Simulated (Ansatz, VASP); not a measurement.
**SrO in VASP and in Ansatz**

Contents of INCAR:

```
SYSTEM = SrO
PREC = Accurate ; ENCUT = 520
EDIFF = 1E-6 ; ISMEAR = -1
SIGMA = 0.02 ; LREAL = .FALSE.
LASPH = .TRUE. ; NELM = 100
ALGO = Normal ; ISIF = 2
LWAVE = .FALSE. ; LCHARG = .FALSE.
GGA = PE ; NBANDS = 15
```

The input KPOINTS:

```
regular mesh
0
G
  8 8 8
  0 0 0
```

Contents of POSCAR:

```
SrO
1.0
    0.0000000000      2.5783376042      2.5783376042
    2.5783376042      0.0000000000      2.5783376042
    2.5783376042      2.5783376042      0.0000000000
Sr O
1 1
Direct
    0.0000000000      0.0000000000      0.0000000000
    0.5000000000      0.5000000000      0.5000000000
```

Input for Ansatz:

```yaml
crystal:
  lattice:
    - [0.0, 2.5783376042, 2.5783376042]
    - [2.5783376042, 0.0, 2.5783376042]
    - [2.5783376042, 2.5783376042, 0.0]
  atoms:
    - { symbol: Sr, position: [0.0, 0.0, 0.0] }
    - { symbol: O, position: [0.5, 0.5, 0.5] }
kpoints:
  mp_grid: { grid: [8, 8, 8] }
  band_path:
    path:
      - [0.0, 0.0, 0.0]
      - [0.5, 0.0, 0.5]
      - [0.625, 0.25, 0.625]
      - [0.375, 0.375, 0.75]
      - [0.0, 0.0, 0.0]
      - [0.5, 0.5, 0.5]
      - [0.5, 0.25, 0.75]
      - [0.5, 0.0, 0.5]
    npoints: 5
scf:
  occupations: { method: fermi_dirac, width: 0.02 }
hamiltonian:
  xc: pbe
  pseudopotentials: { kind: all_electron, lapw: { basis_error: 0.00025 } }
output:
  forces: true
  stress: true
  eigenvalues: true
```

Change from the starting cell: volume scaled by 1.01.

Alike in both runs: task single point; functional PBE; k mesh 8 × 8 × 8; occupations fermi-dirac, width 0.02 eV; no spin polarisation.

```csv
,VASP,Ansatz
version,VASP 6.6.1,Ansatz 0.2.0
potentials or method,"VASP PAW PBE potentials, release 64 (Sr_sv, O)","all-electron LAPW, scalar-relativistic"
plane-wave cutoff (eV),520,see its input
```

VASP gave:

```
gap on the k mesh at the Fermi level (eV) : 3.27
pressure (GPa)                            : 2.5
```

Task: What did Ansatz give for the same quantities?

Result: gap on the k mesh at the Fermi level (eV): 3.32; pressure (GPa): 2.0.

Ansatz ran all-electron here, so the differences hold the error of VASP's frozen core and of both bases.

A k mesh can miss the band edges.
